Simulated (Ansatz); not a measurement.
Runs of Ansatz 0.2.0 on CoO. Symmetry: Fm-3m, No. 225, cubic system. The conventional cell has a = 4.263 Å, b = 4.263 Å, c = 4.263 Å, α = 90.00°, β = 90.00°, γ = 90.00°. Around Co (site symmetry m-3m) lie 6 O at 2.13 Å. Around O (site symmetry m-3m) lie 6 Co at 2.13 Å. 

```csv
task,level,cell,smearing,points for each segment of the path,gap on the mesh (eV),pressure (GPa),moment (μB)
band structure,PBE,as given,fermi-dirac 0.05 eV,14,none,-1.8,2.93
single point,PBE,as given,gaussian 0.011 eV,-,none,-1.5,(a)
relaxation of cell and atoms,PBE,relaxed,fermi-dirac 0.05 eV,-,-,0.0,(b)
band structure,LDA,as given,fermi-dirac 0.05 eV,14,none,-19.2,2.88
```

Alike in all rows: potentials or basis Ansatz PAW; spin collinear, ferromagnetic start; k mesh 11 × 11 × 11; cutoff (eV) 420.

Question: Fill in the values left out.

Answer: (a) 2.99; (b) 2.90.

Caveats: a cell with one magnetic atom can't hold antiferromagnetic order, which such compounds often take; semilocal functionals often make such compounds metallic where correlation or magnetic order opens a gap, which also shifts bond lengths (some runs); the plane-wave basis is chosen anew once the cell has moved, so the energies of steps on either side of that aren't comparable (some runs); so large a pressure means that the cell lies far from this level's equilibrium, or that cutoff or potentials fall short (some runs); the PAW data sets come from PBE, with cores solved anew for the run's functional, which leaves a small shift of forces and pressure (some runs).

A gap of «none» marks a metal or a gap under the smearing width.
